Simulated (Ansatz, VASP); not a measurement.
**GaP in VASP and in Ansatz**

```
CELL_PARAMETERS angstrom
0.00000 2.75290 2.75290
2.75290 0.00000 2.75290
2.75290 2.75290 0.00000
ATOMIC_POSITIONS crystal
Ga 0.00000 0.00000 0.00000
P 0.25000 0.25000 0.25000
```

Alike in both runs: functional PBE; k mesh 8 × 8 × 8; occupations gaussian, width 0.02 eV; no spin polarisation.

Ansatz relaxed the structure, and its values are those at the end. VASP's run is a single point on that final structure, the one shown.

|  | VASP | Ansatz |
| --- | --- | --- |
| version | VASP 6.6.1 | Ansatz 0.2.0 |
| potentials or method | VASP PAW PBE potentials, release 64 (Ga_d, P) | scalar-relativistic, plane waves, PAW |
| plane-wave cutoff (eV) | 520 | 420 |
| valence electrons in the cell | 18 | 18 |

Ansatz gave:

```
gap on the k mesh at the Fermi level (eV) : 1.58
least direct gap on the mesh (eV)         : 1.58
pressure (GPa)                            : 0.0
```

Q: Estimate VASP's values.

A: gap on the k mesh at the Fermi level (eV): 1.58; least direct gap on the mesh (eV): 1.58; pressure (GPa): -0.1.

With one functional, cell and mesh, what is left measures potentials, basis and numerics.

A k mesh can miss the band edges. A hybrid or GW would open this gap; PBE tends to underestimate it.
